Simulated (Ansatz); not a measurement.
## Σ3 (112) boundary in fcc Au with S (substitutional): structure and resistance

Wanted: what the Σ3 (112) boundary in fcc Au with S (substitutional) costs an interconnect.

Calculated with Ansatz 0.2.0; Ansatz plane-wave DFT, PBE, PAW files; relaxation of a bicrystal slab with its lowest layers held; PAW set soft_1, in the first sound run; inputs show where later runs differ.

## 1. Set-up

The cell holds 23 atoms: 22 Au and 1 S. Cell: a = 2.884 Å, b = 7.064 Å, c = 30.147 Å, α = 90.0°, β = 90.0°, γ = 90.0°. It derives from Au. built on the (1 1 2) plane; 2 overlapping atoms removed and the grains opened by 0 Å. Vacuum lies along c.

## 2. Relaxing the bicrystal

The boundary is built by mirroring the lower grain in the boundary plane and removing any atoms that overlap; then the S is put in at the boundary. A thin bicrystal slab is relaxed first, with the lowest layers held and the upper grain free to shift and open.

Input file input.yaml:

```yaml
crystal:
  lattice:
    - [2.8837582304, 0.0, 0.0]
    - [0.0, 7.063736206, 0.0]
    - [0.0, 0.0, 30.1467937919]
  atoms:
    - { symbol: Au, position: [0.0, 0.3333333333, 0.1658551166] }
    - { symbol: Au, position: [0.5, 1.0, 0.193468975] }
    - { symbol: Au, position: [0.0, 0.6666666666, 0.2210828334] }
    - { symbol: Au, position: [0.5, 0.3333333333, 0.2486966918] }
    - { symbol: Au, position: [0.0, 1.0, 0.2763105503] }
    - { symbol: Au, position: [0.5, 0.6666666666, 0.3039244087] }
    - { symbol: Au, position: [0.0, 0.3333333333, 0.3315382671] }
    - { symbol: Au, position: [0.5, 1.0, 0.3591521255] }
    - { symbol: Au, position: [0.0, 0.6666666667, 0.3867659839] }
    - { symbol: Au, position: [0.5, 0.3333333333, 0.4143798423] }
    - { symbol: S, position: [0.0, 0.0, 0.4419937007] }
    - { symbol: Au, position: [0.0, 0.6666666667, 0.4972214175] }
    - { symbol: Au, position: [0.5, 1.0, 0.524835276] }
    - { symbol: Au, position: [0.0, 0.3333333333, 0.5524491344] }
    - { symbol: Au, position: [0.5, 0.6666666666, 0.5800629928] }
    - { symbol: Au, position: [0.0, 1.0, 0.6076768512] }
    - { symbol: Au, position: [0.5, 0.3333333333, 0.6352907096] }
    - { symbol: Au, position: [0.0, 0.6666666666, 0.662904568] }
    - { symbol: Au, position: [0.5, 1.0, 0.6905184264] }
    - { symbol: Au, position: [0.0, 0.3333333333, 0.7181322848] }
    - { symbol: Au, position: [0.5, 0.6666666666, 0.7457461432] }
    - { symbol: Au, position: [0.0, 0.9999999999, 0.7733600016] }
    - { symbol: Au, position: [0.5, 0.3333333333, 0.8009738601] }
kpoints:
  mp_grid: { grid: [8, 4, 1] }
hamiltonian:
  xc: pbe
  pseudopotentials: { kind: paw, azcp: { folder: soft_1 } }
scf:
  occupations: { method: fermi_dirac, width: 0.1 }
relax:
  f_tol: 0.03
  max_steps: 80
  constraints: [{ sites: [0, 1, 2, 3] }]
```

Run with:

```sh
ansatz run input.yaml --threads 4 --pin off --max-ram 15360MiB --backend cpu --events-out ev --progress --plain --runs-dir out
```

Numbers of over 12 decimals in the logs are rounded to 6 here.

What it wrote:

```text
Engine: ansatz 0.2.0, aarch64-unknown-linux-gnu
Pseudopotentials: kind: paw
Pseudopotential: Au, paw, valence charge 19, recommended cutoff 420 eV (normal), soft_1/Au.paw.azcp
Pseudopotential: S, paw, valence charge 6, recommended cutoff 420 eV (normal), soft_1/S.paw.azcp
Functional definition: PBE
  parameter kappa = 0.804
  parameter beta = 0.066725
  exchange = pbe_x(kappa = kappa, mu = beta*pi^2/3)
  correlation = pbe_c(beta = beta)
Crystal: 23 atoms, lattice volume = 614.093 Å³
Basis set: ecut = 420 eV, 12011 PW (Γ), exchange–correlation on 40×96×432 points (8 copies of the dense FFT grid, shifted against one another)
Bands: 255, of which v1, the nominal top of the filled ones, is band 212 counted from 1 (211 counted from 0)
Symmetry: 2 space group operations
Space group: Pm (ITA 6), of the structure as read, at distance tolerance 8.5e-5 Å
k-points: 15 of 32 (time reversal used)
Non-local potential: Au, projectors of the file, l = 0: 3, l = 1: 2, l = 2: 2, l = 3: 1
Non-local potential: S, projectors of the file, l = 0: 2, l = 1: 2, l = 2: 1
PAW form: soft (Blöchl's): semilocal exchange-correlation on the pseudo side does not see the compensation charge
PAW one-centre angular grid: Au, 590 points (default); XC on 64 Gauss nodes
PAW one-centre angular grid: S, 110 points (default); XC on 64 Gauss nodes
Initial density: superposition of atomic densities (neutral atoms: chi_scale 0, normalization atom)
Initial wavefunctions: pseudopotential atomic-orbital guess
Functional: x = pbe(κ = 0.804, μ = 0.219515), c = pbe(β = 0.066725)
SCF iter   1: F=—  HF=-290230.353549 eV  |F-HF|=—  |Δ(HF+E_count)|=         —  Δρ=5.41e-2  dr2=2.71e1  ethr=3.10e-3  ⟨swp⟩=6.1  Hψ=14712  notcnv=0  defer=179
preconditioner: auto → LDOS  [metal: Δε(μ)=0.009 eV  Ē_g=8.912 eV  σ=0.100 eV  W_gap=0.02  n_scr=166 (ndim 8)  ℏωp=23.6 eV  f_vac=0.315  D(μ)=7.98/eV (n_scr^D=36)  β→1.0]
SCF iter   2: F=—  HF=-290229.923480 eV  |F-HF|=—  |Δ(HF+E_count)|=   4.30e-1  Δρ=5.42e-2  dr2=1.69e1  ethr=3.10e-3  ⟨swp⟩=3.0  Hψ=7815  notcnv=0  defer=388
SCF iter   3: F=—  HF=-290224.485078 eV  |F-HF|=—  |Δ(HF+E_count)|=    5.44e0  Δρ=6.82e-3  dr2=6.98e-1  ethr=3.10e-3  ⟨swp⟩=2.3  Hψ=7133  notcnv=0  defer=402
SCF iter   4: F=—  HF=-290224.397725 eV  |F-HF|=—  |Δ(HF+E_count)|=   8.74e-2  Δρ=1.52e-3  dr2=4.56e-2  ethr=1.65e-4  ⟨swp⟩=2.0  Hψ=5677  notcnv=0  defer=401
SCF iter   5: F=—  HF=-290224.390995 eV  |F-HF|=—  |Δ(HF+E_count)|=   6.73e-3  Δρ=6.50e-4  dr2=5.49e-3  ethr=1.08e-5  ⟨swp⟩=2.7  Hψ=6240  notcnv=0  defer=401
SCF iter   6: F=—  HF=-290224.390487 eV  |F-HF|=—  |Δ(HF+E_count)|=   5.08e-4  Δρ=1.86e-4  dr2=2.55e-4  ethr=1.29e-6  ⟨swp⟩=2.6  Hψ=5737  notcnv=0  defer=401
SCF iter   7: F=—  HF=-290224.390487 eV  |F-HF|=—  |Δ(HF+E_count)|=   9.68e-8  Δρ=5.41e-5  dr2=2.76e-5  ethr=6.01e-8  ⟨swp⟩=2.0  Hψ=5543  notcnv=0  defer=401
SCF iter   8: F=-290224.390492 eV  HF=-290224.390492 eV  |F-HF|=5.17e-8  |Δ(HF+E_count)|=   5.43e-6  Δρ=1.51e-5  dr2=1.78e-6  ethr=5.31e-9  ⟨swp⟩=4.4  Hψ=11956  notcnv=0
SCF 1 converged in 8 iterations: F = -290224.390492 eV  dr2 = 1.78e-6
  greatest PAW one-centre occupation: 1.000 electrons in one spin orbital (limit 2), on the Au atom at site 2 (counted from 0), in its partial waves of l = 0
relax step   1: F+E_penalty+E_count = -290224.39049244 eV  Δ(F+E_penalty+E_count) = +0.000e0 eV  max|allowed force component| = 7.924e-1 eV/Å  Δτ_max = 0.0000 Å  (8 SCF iters, dr2 threshold 2.25e-5 eV, accepted)
Initial density: handed on by an earlier stage of this run
Initial wavefunctions: those handed on with the density
iter 1 solved again at ethr=8.97e-5 eV; its pass at ethr=3.10e-3 eV (dr2=3.80e-1 eV) is discarded
SCF iter   1: F=—  HF=-290225.050731 eV  |F-HF|=—  |Δ(HF+E_count)|=         —  Δρ=6.11e-3  dr2=3.46e-1  ethr=8.97e-5  ⟨swp⟩=1.9  Hψ=14877  notcnv=0  defer=387
preconditioner: auto → LDOS  [metal: Δε(μ)=0.017 eV  Ē_g=9.291 eV  σ=0.100 eV  W_gap=0.04  n_scr=166 (ndim 8)  ℏωp=23.6 eV  f_vac=0.305  D(μ)=8.38/eV (n_scr^D=40)  β→1.0]
SCF iter   2: F=—  HF=-290225.067278 eV  |F-HF|=—  |Δ(HF+E_count)|=   1.65e-2  Δρ=4.05e-3  dr2=3.33e-1  ethr=8.17e-5  ⟨swp⟩=2.0  Hψ=5981  notcnv=0  defer=387
SCF iter   3: F=—  HF=-290225.000703 eV  |F-HF|=—  |Δ(HF+E_count)|=   6.66e-2  Δρ=8.99e-4  dr2=7.57e-3  ethr=7.85e-5  ⟨swp⟩=2.0  Hψ=5760  notcnv=0  defer=387
SCF iter   4: F=—  HF=-290224.999828 eV  |F-HF|=—  |Δ(HF+E_count)|=   8.76e-4  Δρ=2.57e-4  dr2=8.01e-4  ethr=1.79e-6  ⟨swp⟩=2.5  Hψ=6817  notcnv=0  defer=400
SCF iter   5: F=—  HF=-290224.999675 eV  |F-HF|=—  |Δ(HF+E_count)|=   1.53e-4  Δρ=6.35e-5  dr2=3.60e-5  ethr=1.89e-7  ⟨swp⟩=2.5  Hψ=5422  notcnv=0  defer=400
SCF iter   6: F=-290224.999672 eV  HF=-290224.999673 eV  |F-HF|=7.80e-7  |Δ(HF+E_count)|=   2.61e-6  Δρ=1.94e-5  dr2=3.13e-6  ethr=8.49e-9  ⟨swp⟩=4.1  Hψ=12094  notcnv=0
SCF 2 converged in 6 iterations: F = -290224.999672 eV  dr2 = 3.13e-6
  greatest PAW one-centre occupation: 1.000 electrons in one spin orbital (limit 2), on the Au atom at site 15 (counted from 0), in its partial waves of l = 0
relax step   2: F+E_penalty+E_count = -290224.99967174 eV  Δ(F+E_penalty+E_count) = -6.092e-1 eV  max|allowed force component| = 3.812e-1 eV/Å  Δτ_max = 0.1948 Å  (6 SCF iters, dr2 threshold 3.92e-5 eV, accepted)
SCF iter   1: F=—  HF=-290225.280852 eV  |F-HF|=—  |Δ(HF+E_count)|=         —  Δρ=5.30e-3  dr2=4.04e-1  ethr=5.90e-4  ⟨swp⟩=5.9  Hψ=9378  notcnv=0  defer=401
preconditioner: auto → LDOS  [metal: Δε(μ)=0.029 eV  Ē_g=9.260 eV  σ=0.100 eV  W_gap=0.07  n_scr=166 (ndim 8)  ℏωp=23.6 eV  f_vac=0.304  D(μ)=8.15/eV (n_scr^D=40)  β→1.0]
SCF iter   2: F=—  HF=-290225.283252 eV  |F-HF|=—  |Δ(HF+E_count)|=   2.40e-3  Δρ=3.57e-3  dr2=2.44e-1  ethr=9.53e-5  ⟨swp⟩=2.1  Hψ=6886  notcnv=0  defer=403
SCF iter   3: F=—  HF=-290225.237376 eV  |F-HF|=—  |Δ(HF+E_count)|=   4.59e-2  Δρ=8.52e-4  dr2=7.74e-3  ethr=5.75e-5  ⟨swp⟩=2.0  Hψ=5753  notcnv=0  defer=403
SCF iter   4: F=—  HF=-290225.235967 eV  |F-HF|=—  |Δ(HF+E_count)|=   1.41e-3  Δρ=2.34e-4  dr2=5.86e-4  ethr=1.83e-6  ⟨swp⟩=3.0  Hψ=7292  notcnv=0  defer=400
SCF iter   5: F=—  HF=-290225.235877 eV  |F-HF|=—  |Δ(HF+E_count)|=   9.00e-5  Δρ=6.82e-5  dr2=4.69e-5  ethr=1.38e-7  ⟨swp⟩=2.0  Hψ=5356  notcnv=0  defer=400
SCF iter   6: F=-290225.235871 eV  HF=-290225.235873 eV  |F-HF|=1.38e-6  |Δ(HF+E_count)|=   4.13e-6  Δρ=1.94e-5  dr2=2.93e-6  ethr=2.14e-9  ⟨swp⟩=5.0  Hψ=13671  notcnv=0
SCF 3 converged in 6 iterations: F = -290225.235871 eV  dr2 = 2.93e-6
relax step   3: F+E_penalty+E_count = -290225.23587145 eV  Δ(F+E_penalty+E_count) = -2.362e-1 eV  max|allowed force component| = 3.554e-1 eV/Å  Δτ_max = 0.1949 Å  (6 SCF iters, dr2 threshold 9.08e-6 eV, accepted)
[...]
relax step   4: F+E_penalty+E_count = -290225.35118744 eV  Δ(F+E_penalty+E_count) = -1.153e-1 eV  max|allowed force component| = 1.663e-1 eV/Å  Δτ_max = 0.2000 Å  (6 SCF iters, dr2 threshold 2.92e-5 eV, accepted)
[...]
relax step   5: F+E_penalty+E_count = -290225.38385823 eV  Δ(F+E_penalty+E_count) = -3.267e-2 eV  max|allowed force component| = 6.887e-2 eV/Å  Δτ_max = 0.1637 Å  (6 SCF iters, dr2 threshold 6.06e-6 eV, accepted)
[...]
relax step   6: F+E_penalty+E_count = -290225.39072952 eV  Δ(F+E_penalty+E_count) = -6.871e-3 eV  max|allowed force component| = 4.278e-2 eV/Å  Δτ_max = 0.0667 Å  (7 SCF iters, accepted)
[...]
relax step   7: F+E_penalty+E_count = -290225.39454490 eV  Δ(F+E_penalty+E_count) = -3.815e-3 eV  max|allowed force component| = 3.340e-2 eV/Å  Δτ_max = 0.0735 Å  (8 SCF iters, accepted)
[...]
relax step   8: F+E_penalty+E_count = -290225.39964125 eV  Δ(F+E_penalty+E_count) = -5.096e-3 eV  max|allowed force component| = 3.003e-2 eV/Å  Δτ_max = 0.1793 Å  (8 SCF iters, accepted)
[...]
relax step   9: F+E_penalty+E_count = -290225.40213425 eV  Δ(F+E_penalty+E_count) = -2.493e-3 eV  max|allowed force component| = 2.905e-2 eV/Å  Δτ_max = 0.1068 Å  (7 SCF iters, accepted)
SCF iter   1: F=—  HF=-290225.446313 eV  |F-HF|=—  |Δ(HF+E_count)|=         —  Δρ=4.97e-3  dr2=1.33e-1  ethr=3.14e-4  ⟨swp⟩=4.7  Hψ=9068  notcnv=0  defer=384
preconditioner: auto → LDOS  [metal: Δε(μ)=0.011 eV  Ē_g=9.215 eV  σ=0.100 eV  W_gap=0.03  n_scr=166 (ndim 8)  ℏωp=23.6 eV  f_vac=0.299  D(μ)=7.66/eV (n_scr^D=36)  β→1.0]
SCF iter   2: F=—  HF=-290225.425138 eV  |F-HF|=—  |Δ(HF+E_count)|=   2.12e-2  Δρ=2.74e-3  dr2=5.94e-2  ethr=3.14e-5  ⟨swp⟩=2.3  Hψ=7512  notcnv=0  defer=392
SCF iter   3: F=—  HF=-290225.404258 eV  |F-HF|=—  |Δ(HF+E_count)|=   2.09e-2  Δρ=5.08e-4  dr2=2.84e-3  ethr=1.40e-5  ⟨swp⟩=2.6  Hψ=6421  notcnv=0  defer=392
SCF iter   4: F=—  HF=-290225.403553 eV  |F-HF|=—  |Δ(HF+E_count)|=   7.05e-4  Δρ=1.74e-4  dr2=4.57e-4  ethr=6.69e-7  ⟨swp⟩=3.0  Hψ=7168  notcnv=0  defer=392
SCF iter   5: F=—  HF=-290225.403471 eV  |F-HF|=—  |Δ(HF+E_count)|=   8.21e-5  Δρ=4.61e-5  dr2=1.74e-5  ethr=1.08e-7  ⟨swp⟩=2.1  Hψ=5368  notcnv=0  defer=392
SCF iter   6: F=—  HF=-290225.404052 eV  |F-HF|=—  |Δ(HF+E_count)|=   5.81e-4  Δρ=1.46e-5  dr2=2.03e-6  ethr=4.10e-9  ⟨swp⟩=2.3  Hψ=5645  notcnv=0  defer=392
SCF iter   7: F=-290225.404052 eV  HF=-290225.404052 eV  |F-HF|=4.90e-8  |Δ(HF+E_count)|=   2.76e-7  Δρ=4.26e-6  dr2=6.77e-8  ethr=2.36e-11  ⟨swp⟩=3.7  Hψ=17133  notcnv=0
SCF 10 converged in 7 iterations: F = -290225.404052 eV  dr2 = 6.77e-8
relax step  10: F+E_penalty+E_count = -290225.40405165 eV  Δ(F+E_penalty+E_count) = -1.917e-3 eV  max|allowed force component| = 2.331e-2 eV/Å  Δτ_max = 0.0988 Å  (7 SCF iters, accepted)
SCF converged after 7 iterations
Free energy (F): -290225.404052 eV
Harris-Foulkes:  -290225.404052 eV  (|F-HF|=4.90e-8)
Internal energy: -290225.156586 eV  (E = F + TS)
E sigma→0 (E₀):  -290225.280319 eV
Entropy (-TS):   -0.247466 eV (-10.759 meV/atom)
Fermi energy:    10.870477 eV
--- Per-component energies (eV) ---
  E_band       = -8478.489834
  E_kinetic    = 12805.443163
  E_local      = -427599.749577  (includes V_loc(G=0)·N_el)
  E_nonlocal   = 2194.524316
  E_hartree    = 209335.365246
  E_xc         = -4812.831416
  E_vxc        = -5817.284120  (∫ρ·V_xc dr)
  E_paw        = -214707.150813  (= ΣΔE_a)
  E_vpaw       = -8732.185628  (= ΣTr[D̂ρ^β])
  E_aug_tail   = 0.036385  (compensation charges beyond the density's cutoff)
  E_ewald      = 132559.206109
  E_smearing   = -0.247466  (= −TS)
  E_closure    = -0.000000  (closes the sum)
  Σ components = -290225.404052   (vs F -290225.404052, Δ=0.00e0)
--- Forces (eV/Å), atoms counted from 1 ---
  atom   1  Au    -0.00000000    -0.10353694     0.01124543
  atom   2  Au    -0.00000000    -0.20298632    -0.10672664
  atom   3  Au    -0.00000000     0.24373747    -0.30765055
  atom   4  Au     0.00000000     0.04818283     0.40205630
  atom   5  Au    -0.00000000     0.00210908    -0.00189990
  atom   6  Au    -0.00000000    -0.00344200    -0.00074978
  atom   7  Au     0.00000000     0.01175226     0.00469840
  atom   8  Au     0.00000000     0.00336497     0.00474940
  atom   9  Au     0.00000000     0.00801865     0.00875823
  atom  10  Au     0.00000000     0.01101593     0.00137917
  atom  11  S      0.00000000    -0.02330789     0.00349122
  atom  12  Au    -0.00000000    -0.00036056    -0.01505283
  atom  13  Au     0.00000000     0.00454100    -0.00599077
  atom  14  Au    -0.00000000    -0.01048341    -0.00547604
  atom  15  Au     0.00000000     0.00894191     0.00516711
  atom  16  Au    -0.00000000     0.00006813    -0.00317181
  atom  17  Au     0.00000000    -0.00196354     0.00101654
  atom  18  Au     0.00000000    -0.00107106     0.00081179
  atom  19  Au    -0.00000000     0.00115772     0.00087699
  atom  20  Au     0.00000000    -0.00001285     0.00129106
  atom  21  Au     0.00000000     0.00182173     0.00124862
  atom  22  Au    -0.00000000     0.00133832    -0.00049250
  atom  23  Au    -0.00000000     0.00123303     0.00042577
  max |Σ_I F_I| component: 1.18e-4 eV/Å
--- Relaxed structure (10 steps of the walk, 10 accepted, 0 SCFs on fresh bases) ---
  F+E_penalty+E_count = -290225.40405165 eV   max|allowed force component| = 2.331e-2 eV/Å
  atoms:
    - { symbol: Au, position: [0.0, 0.333333, 0.165855] }
    - { symbol: Au, position: [0.5, 1.0, 0.193469] }
    - { symbol: Au, position: [0.0, 0.666667, 0.221083] }
    - { symbol: Au, position: [0.5, 0.333333, 0.248697] }
    - { symbol: Au, position: [4.621825265414849e-18, 0.989085, 0.280293] }
    - { symbol: Au, position: [0.5, 0.647954, 0.309902] }
    - { symbol: Au, position: [6.434724180417872e-18, 0.311522, 0.337082] }
    - { symbol: Au, position: [0.5, 0.973242, 0.366547] }
    - { symbol: Au, position: [1.331592173247567e-17, 0.642171, 0.398239] }
    - { symbol: Au, position: [0.5, 0.316237, 0.427758] }
    - { symbol: S, position: [1.0088584800761772e-17, 0.013193, 0.450686] }
    - { symbol: Au, position: [-6.39845019349639e-18, 0.547029, 0.491708] }
    - { symbol: Au, position: [0.5, 0.902118, 0.519750] }
    - { symbol: Au, position: [0, 0.236640, 0.552365] }
    - { symbol: Au, position: [0.5, 0.572475, 0.577273] }
    - { symbol: Au, position: [-2.8816110722238317e-19, 0.907785, 0.607429] }
    - { symbol: Au, position: [0.5, 0.245157, 0.638616] }
    - { symbol: Au, position: [2.6445071577174347e-18, 0.586748, 0.665183] }
    - { symbol: Au, position: [0.5, 0.917395, 0.695745] }
    - { symbol: Au, position: [5.694275805131439e-18, 0.265158, 0.723038] }
    - { symbol: Au, position: [0.5, 0.592025, 0.758168] }
    - { symbol: Au, position: [1.2832138895244613e-17, 0.914490, 0.784416] }
    - { symbol: Au, position: [0.5, 0.245126, 0.806098] }
```

Run time: 17 min. Hardware: 4 threads of Arm Neoverse N1, shared host; peak memory 3.6 GiB; 69 min of CPU time.

The steps of the relaxation:

| step | energy less that of the first step (eV) | largest force component (eV/Å) |
| --- | --- | --- |
| 1 | 0.0000 | 0.7924 |
| 2 | -0.6092 | 0.3812 |
| 3 | -0.8454 | 0.3554 |
| 4 | -0.9607 | 0.1663 |
| 5 | -0.9934 | 0.0689 |
| 6 | -1.0002 | 0.0428 |
| 7 | -1.0041 | 0.0334 |
| 8 | -1.0091 | 0.0300 |
| 9 | -1.0116 | 0.0290 |
| 10 | -1.0136 | 0.0233 |

The run keeps the 2 symmetry operations that it works with, so distortions that break them were not tested.

The atoms that moved most (Å):

```
atom     dx      dy      dz  length
Au12  0.000  -0.845  -0.166   0.861
Au13  0.000  -0.691  -0.153   0.708
Au22  0.000  -0.604   0.333   0.690
Au14  0.000  -0.683  -0.003   0.683
Au15  0.000  -0.665  -0.084   0.671
Au16  0.000  -0.651  -0.007   0.651
Au21  0.000  -0.527   0.374   0.647
Au23  0.000  -0.623   0.154   0.642
```

Final coordinates:

```cif
data_structure
_symmetry_space_group_name_H-M 'P 1'
_symmetry_Int_Tables_number 1
_cell_length_a 2.8838
_cell_length_b 7.0637
_cell_length_c 30.1468
_cell_angle_alpha 90.000
_cell_angle_beta 90.000
_cell_angle_gamma 90.000
_cell_volume 614.09
loop_
_atom_site_label
_atom_site_type_symbol
_atom_site_fract_x
_atom_site_fract_y
_atom_site_fract_z
_atom_site_occupancy
Au1 Au 0.00000 0.33333 0.16586 1
Au2 Au 0.50000 0.00000 0.19347 1
Au3 Au 0.00000 0.66667 0.22108 1
Au4 Au 0.50000 0.33333 0.24870 1
Au5 Au 0.00000 0.98909 0.28029 1
Au6 Au 0.50000 0.64795 0.30990 1
Au7 Au 0.00000 0.31152 0.33708 1
Au8 Au 0.50000 0.97324 0.36655 1
Au9 Au 0.00000 0.64217 0.39824 1
Au10 Au 0.50000 0.31624 0.42776 1
S11 S 0.00000 0.01319 0.45069 1
Au12 Au 0.00000 0.54703 0.49171 1
Au13 Au 0.50000 0.90212 0.51975 1
Au14 Au 0.00000 0.23664 0.55237 1
Au15 Au 0.50000 0.57247 0.57727 1
Au16 Au 0.00000 0.90778 0.60743 1
Au17 Au 0.50000 0.24516 0.63862 1
Au18 Au 0.00000 0.58675 0.66518 1
Au19 Au 0.50000 0.91739 0.69575 1
Au20 Au 0.00000 0.26516 0.72304 1
Au21 Au 0.50000 0.59203 0.75817 1
Au22 Au 0.00000 0.91449 0.78442 1
Au23 Au 0.50000 0.24513 0.80610 1
```

This step gave:

- free energy: -290225.4041 eV
- energy at zero smearing: -290225.2803 eV
- Fermi energy: 10.87 eV

The largest force component on a free atom ends at 0.023 eV/Å, under the tolerance of 0.03, after 10 steps.

(Part 1 of 2 ends here.)

[Logs are printed without paths, hosts, clocks, repeated set-up lines and the standing remarks that a program may print on its own settings, such as how far it seeks lower states.]

[Hosts, paths, dates, database ids (printed as entryN), source tags and the programs' standing remarks are cut or masked in the printed files.]
